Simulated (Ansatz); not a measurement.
# HfO2 (Fm-3m) in Ansatz: a series of runs

Aim: see how the results for HfO2 move with the level of theory and the settings. Levels: HSE06, PBE0. Tasks: relaxation of cell and atoms.

All numbers are computed with Ansatz 0.2.0; they aren't measurements. Logs are shortened: lines on timing, memory, paths and dates and some standing lists are left out, and cuts for length are marked.

### Step 1. The structure

The structure is cubic, space group Fm-3m (No. 225). The conventional cell has a = 5.115 Å, b = 5.115 Å, c = 5.115 Å, α = 90.00°, β = 90.00°, γ = 90.00°. Around Hf (site symmetry m-3m) lie 8 O at 2.21 Å. Around O (site symmetry -43m) lie 4 Hf at 2.21 Å.

Measurements of this composition are mostly on another form, of space group No. 14.

### Step 2. Relaxation of cell and atoms, HSE06

input reads:

```
crystal:
  lattice:
    - [0.0, 2.5575, 2.5575]
    - [2.5575, 0.0, 2.5575]
    - [2.5575, 2.5575, 0.0]
  atoms:
    - { symbol: Hf, position: [0.0, 0.0, 0.0] }
    - { symbol: O, position: [0.75, 0.75, 0.75] }
    - { symbol: O, position: [0.25, 0.25, 0.25] }
hamiltonian:
  xc: hse06
  pseudopotentials: { kind: paw }
kpoints:
  mp_grid: { grid: [6, 6, 6] }
scf:
  occupations: { method: fermi_dirac, width: 0.05 }
output:
  forces: true
  stress: true
  eigenvalues: true
relax:
  f_tol: 0.01
  max_steps: 40
  cell: { stress_tol: 0.05 }
```

Potentials or basis: Ansatz PAW.

The log of the run:

```text
GPUs: using 1 of 1 available (devices: 1).
Engine: ansatz 0.2.0, x86_64-unknown-linux-gnu
Pseudopotentials: kind: paw
Pseudopotential: Hf, paw, valence charge 26, recommended cutoff 420 eV (normal), Hf.paw.azcp
Pseudopotential: O, paw, valence charge 6, recommended cutoff 420 eV (normal), O.paw.azcp
Functional definition: HSE06
  parameter a = 0.25
  parameter omega = 0.11/bohr
  exchange = pbe_x - a*pbe_x_sr(omega) + a*exact_x_sr(omega)
  correlation = pbe_c
device memory: the entry about to start is reckoned to put 0.5 GiB on a device that reports 35.3 GiB free (of which the cap on the GPU budget leaves the run 18.0 GiB)
GPU FFT provider: cuFFT
GPU libraries: cuBLAS 13.8.2, cuFFT 12.4.0, cuSOLVER 12.3.4
Crystal: 3 atoms, lattice volume = 33.456 Å³
Basis set: ecut = 420 eV, 645 PW (Γ), exchange–correlation on 50×50×50 points (8 copies of the dense FFT grid, shifted against one another)
Bands: 23, of which v1, the nominal top of the filled ones, is band 19 counted from 1 (18 counted from 0)
Symmetry: 48 space group operations
Space group: Fm-3m (ITA 225), of the structure as read, at distance tolerance 3.2e-5 Å
k-points: 16 of 216
Non-local potential: Hf, projectors of the file, l = 0: 3, l = 1: 2, l = 2: 2, l = 3: 3
Non-local potential: O, projectors of the file, l = 0: 2, l = 1: 2, l = 2: 1
PAW form: soft (Blöchl's): semilocal exchange-correlation on the pseudo side does not see the compensation charge
PAW frozen core: Hf, regenerated for the run's functional, and the local potential with it (the file was generated under x = pbe(κ = 0.804, μ = 0.2195149727645171), c = pbe(β = 0.06672455060314922))
PAW frozen core: O, regenerated for the run's functional, and the local potential with it (the file was generated under x = pbe(κ = 0.804, μ = 0.2195149727645171), c = pbe(β = 0.06672455060314922))
PAW one-centre angular grid: Hf, 590 points (default); XC on 64 Gauss nodes
PAW one-centre angular grid: O, 110 points (default); XC on 96 Gauss nodes
Initial density: superposition of atomic densities (neutral atoms: chi_scale 0, normalization atom), corrected by the library's trained network
Initial wavefunctions: pseudopotential atomic-orbital guess
GPU buffer pool allocated for 15625 grid points (all kernels)
GPU transforms: local potential and band sums: pruned to the plane-wave sphere, on 25×25×25
Functional: x = pbe(κ = 0.804, μ = 0.2195149727645171), c = pbe(β = 0.06672455060314922), warm-up for x = pbe(κ = 0.804, μ = 0.2195149727645171) + 0.25 (exact − pbe) at short range (hse, ω = 0.20786987370883472 Å⁻¹), c = pbe(β = 0.06672455060314922); HSE06 as pw.x's `hse` composes it (authors' and Libxc's form: `xc: wpbeh`)
SCF iter   1: F=—  HF=-16861.410260 eV  |F-HF|=—  |Δ(HF+E_count)|=         —  Δρ=2.08e-3  dr2=7.93e-4  ethr=1.77e-3  ⟨swp⟩=2.0  Hψ=2136  notcnv=0
preconditioner: auto → none  [insulator: Δε(μ)=3.732 eV  Ē_g=18.179 eV  σ=0.050 eV  W_gap=1.00  n_scr=14 (ndim 8)  ℏωp=38.5 eV  f_vac=0.066  D(μ)=0.00/eV (n_scr^D=0)]
SCF iter   2: F=-16861.410860 eV  HF=-16861.410769 eV  |F-HF|=9.06e-5  |Δ(HF+E_count)|=   5.09e-4  Δρ=1.18e-3  dr2=2.39e-4  ethr=2.09e-6  ⟨swp⟩=4.0  Hψ=996  notcnv=0
SCF 1 stopped early in 2 iterations: F = -16861.410860 eV  dr2 = 2.39e-4
device memory: the entry about to start is reckoned to put 1.1 GiB on a device that reports 38.9 GiB free (of which the cap on the GPU budget leaves the run 18.0 GiB)
GPU FFT provider: cuFFT
GPU libraries: cuBLAS 13.8.2, cuFFT 12.4.0, cuSOLVER 12.3.4
Initial density: handed on by an earlier stage of this run
Initial wavefunctions: those handed on with the density
GPU buffer pool allocated for 15625 grid points (all kernels)
GPU transforms: local potential and band sums: pruned to the plane-wave sphere, on 25×25×25
Functional: x = pbe(κ = 0.804, μ = 0.2195149727645171) + 0.25 (exact − pbe) at short range (hse, ω = 0.20786987370883472 Å⁻¹), c = pbe(β = 0.06672455060314922); HSE06 as pw.x's `hse` composes it (authors' and Libxc's form: `xc: wpbeh`)
Exchange kernel: α = 0.2500, screened, ω = 0.2079 Å⁻¹, Wigner–Seitz truncation, v(0) = 1045.7857 eV·Å³, q-mesh 6×6×6, nearest image of the exchange supercell L = 21.70 Å, pair-density grid 15×15×15, without the augmentation charges, whose exchange is taken in its separable form by FFT convolution over the k-point mesh (sized by the pseudopotential files, 20×20×20 at the most), smooth part of the exact exchange by density-matrix convolution in up to 2.77 GiB of GPU memory as planned if the GPU has room (build and FFT work areas not counted)
Frozen-core exchange: fock
[... 257 lines left out ...]
preconditioner: auto → none  [insulator: Δε(μ)=5.416 eV  Ē_g=21.598 eV  σ=0.050 eV  W_gap=1.00  n_scr=14 (ndim 8)  ℏωp=39.2 eV  f_vac=0.064  D(μ)=0.00/eV (n_scr^D=0)]
iter 2 solved again at ethr=3.01e-9 eV; its pass at ethr=4.65e-8 eV (dr2=1.15e-6 eV) is discarded
SCF iter   2: F=—  HF=-16861.628812 eV  |F-HF|=—  |Δ(HF+E_count)|=   8.97e-6  Δρ=6.80e-5  dr2=6.80e-6  ethr=3.01e-9  ⟨swp⟩=2.4  Hψ=1674  notcnv=0
SCF iter   3: F=—  HF=-16861.629020 eV  |F-HF|=—  |Δ(HF+E_count)|=   2.08e-4  Δρ=1.59e-4  dr2=4.46e-6  ethr=3.01e-9  ⟨swp⟩=4.3  Hψ=1255  notcnv=0
SCF iter   4: F=-16861.629016 eV  HF=-16861.629016 eV  |F-HF|=8.36e-8  |Δ(HF+E_count)|=   4.34e-6  Δρ=2.42e-5  dr2=1.67e-7  ethr=3.01e-9  ⟨swp⟩=4.0  Hψ=1180  notcnv=0
SCF 19 stopped early in 4 iterations: F = -16861.629016 eV  dr2 = 1.67e-7
hybrid outer 1: dexx = +2.134e-4 eV, tail = 4.61e-6 eV
[... 42 lines left out ...]
SCF iter   6: F=-16861.628648 eV  HF=-16861.628648 eV  |F-HF|=6.55e-11  |Δ(HF+E_count)|=  5.75e-10  Δρ=6.12e-7  dr2=8.16e-11  ethr=1.00e-12  ⟨swp⟩=2.0  Hψ=1465  notcnv=0
SCF 22 stopped early in 6 iterations: F = -16861.628648 eV  dr2 = 8.16e-11
hybrid outer 1: dexx = +8.252e-7 eV, tail = 2.49e-9 eV
GPU FFT provider: cuFFT
GPU libraries: cuBLAS 13.8.2, cuFFT 12.4.0, cuSOLVER 12.3.4
GPU buffer pool allocated for 13824 grid points (all kernels)
GPU transforms: local potential and band sums: pruned to the plane-wave sphere, on 24×24×24
Exchange kernel: α = 0.2500, screened, ω = 0.2079 Å⁻¹, Wigner–Seitz truncation, v(0) = 1045.6139 eV·Å³, q-mesh 6×6×6, nearest image of the exchange supercell L = 21.45 Å, pair-density grid 15×15×15, without the augmentation charges, whose exchange is taken in its separable form by FFT convolution over the k-point mesh (sized by the pseudopotential files, 20×20×20 at the most), smooth part of the exact exchange by density-matrix convolution in up to 2.74 GiB of GPU memory as planned if the GPU has room (build and FFT work areas not counted)
Frozen-core exchange: fock
SCF iter   1: F=—  HF=-16861.628648 eV  |F-HF|=—  |Δ(HF+E_count)|=         —  Δρ=1.26e-6  dr2=3.26e-10  ethr=3.27e-11  ⟨swp⟩=12.5  Hψ=1260  notcnv=0
preconditioner: auto → none  [insulator: Δε(μ)=5.413 eV  Ē_g=21.601 eV  σ=0.050 eV  W_gap=1.00  n_scr=14 (ndim 8)  ℏωp=39.2 eV  f_vac=0.064  D(μ)=0.00/eV (n_scr^D=0)]
SCF iter   2: F=-16861.628648 eV  HF=-16861.628648 eV  |F-HF|=3.64e-12  |Δ(HF+E_count)|=  9.09e-11  Δρ=1.47e-7  dr2=3.74e-12  ethr=1.00e-12  ⟨swp⟩=3.3  Hψ=803  notcnv=0
SCF 23 converged in 2 iterations: F = -16861.628648 eV  dr2 = 3.74e-12
  Residual-converged pass: ⟨swp⟩=4.6  Hψ=1199  notcnv=0  max |occ|·‖R‖ = 9.4e-9 eV (tolerance 1.0e-8 eV)  dr2=2.81e-12  dr2_onsite=2.27e-13  max |Δocc| = 0.0e0
hybrid outer 2: dexx = +1.705e-11 eV, tail = 9.11e-12 eV, Δε = 1.08e-5 eV (about 1.10e-6 eV left of the loop's levels)
relax step   7: F+E_penalty+E_count = -16861.62864784 eV  Δ(F+E_penalty+E_count) = +3.741e-4 eV  max|allowed force component| = 1.581e-17 eV/Å  Δτ_max = 0.0000 Å  P = -0.007 GPa  Ω = 32.315 Å³  stress off target by 6.63e-3 GPa  SCF on the basis re-selected at this cell (its energy is not comparable with the rows above)  (8 SCF iters)
basis re-selected at this cell: Δ(F+E_penalty+E_count) = +3.741e-4 eV, ΔP = -0.006 GPa vs the last step (what re-selecting the basis moved, of the pressure what is left beyond the Pulay correction that the steps carried, after the strain that the cell walked since its last selection, with what the two solves' SCF thresholds leave and, on support functions, any second-order correction that the steps lacked; it is no measure of the basis error at this ecutwfc). This SCF's stress stands 6.63e-3 GPa from its target on what of the cell is left free (relax.cell.stress_tol is 5.00e-2 GPa) and its largest allowed force component is 1.58e-17 eV/Å (relax.f_tol is 1.00e-2 eV/Å): within both
hybrid SCF converged: 2 outer / 8 inner (+0 warm-up), last move |dexx| = 1.71e-11 eV, tail = 9.11e-12 eV
Stability not checked: this state was not tested for a lower state beside it, because the functional holds exact exchange (a hybrid, or Hartree-Fock), whose exchange loop this test does not read (fock_operator; see scf.lower_state_search)
Free energy (F): -16861.628648 eV
Frozen-core exchange: fock
Harris-Foulkes:  -16861.628648 eV  (|F-HF|=3.64e-12)
Internal energy: -16861.628648 eV  (E = F + TS)
E sigma→0 (E₀):  -16861.628648 eV
Fermi energy:    17.890821 eV
--- Per-component energies (eV) ---
  E_band       = -38.960138
  E_kinetic    = 770.755434
  E_local      = -5700.837925  (includes V_loc(G=0)·N_el)
  E_nonlocal   = -1164.613143
  E_hartree    = 2616.781084
  E_xc         = -354.890533
  E_vxc        = -359.670372  (∫ρ·V_xc dr)
  E_exx        = -154.708428  (= α·E_x^exact, valence–valence)
  E_paw        = -7167.444063  (= ΣΔE_a)
  E_vpaw       = 1491.255553  (= ΣTr[D̂ρ^β])
  E_aug_tail   = 0.004964  (compensation charges beyond the density's cutoff)
  E_ewald      = -5707.774740
  E_core_change = 1.098702  (= ΣΔE_core)
  E_smearing   = -0.000000  (= −TS)
  E_closure    = -0.000001  (closes the sum)
  Σ components = -16861.628648   (vs F -16861.628648, Δ=3.64e-12)
--- Forces (eV/Å), atoms counted from 1 ---
  atom   1  Hf    -0.00000000    -0.00000000    -0.00000000
  atom   2  O     -0.00000000    -0.00000000    -0.00000000
  atom   3  O      0.00000000     0.00000000     0.00000000
  max |Σ_I F_I| component: 1.16e-18 eV/Å
--- Stress (GPa, compression-positive) ---
       -0.006629      -0.000000      -0.000000
       -0.000000      -0.006629      -0.000000
       -0.000000      -0.000000      -0.006629
  P = ⅓ Tr σ = -0.0066 GPa (-0.066 kbar)
--- Band table (eV; the first three rows and the last of 16) ---
  k-point 0: bands = ["-48.4949", "-15.6190", "-15.6190", "-15.6190", "-5.3440", "-2.3567", "1.6166", "1.6166", "1.6166", "1.6769", "1.6769", "1.6769", "1.9285", "9.3259", "9.3259", "9.3259", "14.5041", "14.5041", "14.5041", "20.7572", "20.7572", "22.6303", "27.7795"]
  k-point 1: bands = ["-48.4905", "-15.7722", "-15.6358", "-15.6358", "-4.9481", "-2.5916", "1.6214", "1.6214", "1.6245", "1.6690", "1.6690", "1.6771", "1.8397", "9.6141", "9.6141", "10.1159", "13.7226", "14.0391", "14.0391", "21.2235", "21.2235", "23.5854", "26.5605"]
  k-point 2: bands = ["-48.4817", "-16.0565", "-15.6690", "-15.6690", "-4.2475", "-2.8946", "1.6275", "1.6275", "1.6417", "1.6586", "1.6586", "1.6774", "1.7299", "10.2028", "10.2028", "11.5755", "12.4325", "13.3711", "13.3711", "21.6275", "21.6275", "23.7384", "26.6733"]
  k-point 15: bands = ["-48.4713", "-16.1170", "-15.8968", "-15.7836", "-3.3703", "-3.1030", "1.6230", "1.6402", "1.6464", "1.6485", "1.6510", "1.6611", "1.6896", "8.8153", "10.4095", "11.8506", "12.9042", "13.6094", "15.0137", "21.3181", "22.4039", "23.8260", "24.5186"]
--- Relaxed structure (5 steps of the walk, 5 accepted, 2 SCFs on fresh bases) ---
  F+E_penalty+E_count = -16861.62864784 eV   max|allowed force component| = 1.581e-17 eV/Å   (the final SCF, on the basis selected at the relaxed cell)
  cell:  # Å, volume = 32.3147 Å³
    - [1.3056890834294948e-34, 2.52807612724258, 2.52807612724258]
    - [2.52807612724258, -2.675070317270185e-34, 2.52807612724258]
    - [2.52807612724258, 2.52807612724258, 3.50306827261572e-35]
  atoms:
    - { symbol: Hf, position: [-9.367712352435793e-36, 5.6998942020694776e-36, 1.6215089433201942e-35] }
    - { symbol: O, position: [0.7499999999999999, 0.7499999999999999, 0.7499999999999999] }
    - { symbol: O, position: [0.24999999999999997, 0.24999999999999997, 0.24999999999999997] }
```

Run time: 2.7 min. Hardware: 1 × NVIDIA H100 80GB HBM3 with 2 threads of AMD EPYC 7R13 (Zen 3), shared host; peak memory 2.1 GiB.

What came out:

- Free energy: -16861.6286 eV
- Relaxed volume: 10.77 Å³/atom
- Relaxed cell: a = 3.575 Å, b = 3.575 Å, c = 3.575 Å, α = 60.00°, β = 60.00°, γ = 60.00°
- Space group after relaxing (to 0.05 Å): Fm-3m (No. 225)
- Energy gained by relaxing: 10.6 meV/atom
- Ionic steps: 7
- Pressure after relaxing: 0.0 GPa
- Band gap on the k mesh: 5.41 eV, direct

Step by step:
```
step  energy change (eV)  largest force (eV/Å)  volume (Å³)
   1              0.0000                0.0000        33.46
   2             -0.0346                0.0000        32.02
   3             -0.0359                0.0000        32.36
   4             -0.0360                0.0000        32.34
   5             -0.0321                0.0000        32.34
   6             -0.0322                0.0000        32.31
   7             -0.0319                0.0000        32.31
```

Final structure:
```
CELL_PARAMETERS angstrom
0.00000 2.52808 2.52808
2.52808 0.00000 2.52808
2.52808 2.52808 0.00000
ATOMIC_POSITIONS crystal
Hf 0.00000 0.00000 0.00000
O 0.75000 0.75000 0.75000
O 0.25000 0.25000 0.25000
```

Levels at points of the mesh, in eV from the valence-band top:
| k point | band 15 | band 16 | band 17 | band 18 | band 19 | band 20 | band 21 | band 22 | band 23 |
| --- | --- | --- | --- | --- | --- | --- | --- | --- | --- |
| (0.00, 0.00, 0.00) | -5.86 | -5.86 | -0.68 | -0.68 | -0.68 | 5.58 | 5.58 | 7.45 | 12.60 |
| (0.00, 0.00, -0.50) | -4.70 | -3.34 | -2.96 | -2.02 | -2.02 | 6.37 | 6.37 | 8.86 | 10.66 |
| (0.00, -0.50, -0.50) | -3.81 | -3.81 | -1.69 | -1.69 | 0.00 | 5.41 | 7.42 | 8.47 | 10.07 |

Caveat: the plane-wave basis is chosen anew once the cell has moved, so the energies of steps on either side of that aren't comparable; the pressure holds a Pulay correction of +0.7 GPa for the finite cutoff; spin-orbit coupling is left out, which moves the levels of the heavy elements; the PAW data sets come from PBE, with cores solved anew for the run's functional, which leaves a small shift of forces and pressure. A k mesh can miss the band edges.

### Step 3. Relaxation of cell and atoms, PBE0

input, as its differences from that of step 2:

```diff
@@ -10,3 +10,3 @@
 hamiltonian:
-  xc: hse06
+  xc: pbe0
   pseudopotentials: { kind: paw }
@@ -20,2 +20,6 @@
   eigenvalues: true
+  write_density: true
+  write_potential: true
+  elf: true
+  volumetric_format: npy
 relax:
```

Potentials or basis: Ansatz PAW.

Run time: 2.9 min. Hardware: 1 × NVIDIA H100 80GB HBM3 with 2 threads of AMD EPYC 7R13 (Zen 3), shared host; peak memory 2.1 GiB.

It converged, with:

```yaml
Free_energy: -16859.5077 eV
Relaxed_volume: 10.78 Å³/atom
Relaxed_cell: a = 3.576 Å, b = 3.576 Å, c = 3.576 Å, α = 60.00°, β = 60.00°, γ = 60.00°
Space_group_after_relaxing_to_0.05_Å: Fm-3m (No. 225)
Energy_gained_by_relaxing: 10.4 meV/atom
Ionic_steps: 7
Pressure_after_relaxing: 0.0 GPa
Band_gap_on_the_k_mesh: 6.16 eV, direct
```

Step by step:
```
step  energy change (eV)  largest force (eV/Å)  volume (Å³)
   1              0.0000                0.0000        33.46
   2             -0.0339                0.0000        32.04
   3             -0.0352                0.0000        32.37
   4             -0.0353                0.0000        32.36
   5             -0.0314                0.0000        32.36
   6             -0.0315                0.0000        32.33
   7             -0.0311                0.0000        32.33
```

Final structure:
```yaml
crystal:
  lattice:
    - [0.00000, 2.52846, 2.52846]
    - [2.52846, 0.00000, 2.52846]
    - [2.52846, 2.52846, 0.00000]
  atoms:
    - { symbol: Hf, position: [0.00000, 0.00000, 0.00000] }
    - { symbol: O, position: [0.75000, 0.75000, 0.75000] }
    - { symbol: O, position: [0.25000, 0.25000, 0.25000] }
```

Levels at points of the mesh, in eV from the valence-band top:
| k point | band 16 | band 17 | band 18 | band 19 | band 20 | band 21 | band 22 | band 23 |
| --- | --- | --- | --- | --- | --- | --- | --- | --- |
| (0.00, 0.00, 0.00) | -5.89 | -0.68 | -0.68 | -0.68 | 6.33 | 6.33 | 8.16 | 13.38 |
| (0.00, 0.00, -0.50) | -3.38 | -2.98 | -2.03 | -2.03 | 7.13 | 7.13 | 9.63 | 11.39 |
| (0.00, -0.50, -0.50) | -3.82 | -1.71 | -1.71 | 0.00 | 6.16 | 8.18 | 9.23 | 10.84 |

Caveat: the plane-wave basis is chosen anew once the cell has moved, so the energies of steps on either side of that aren't comparable; the pressure holds a Pulay correction of +0.7 GPa for the finite cutoff; spin-orbit coupling is left out, which moves the levels of the heavy elements; the PAW data sets come from PBE, with cores solved anew for the run's functional, which leaves a small shift of forces and pressure.
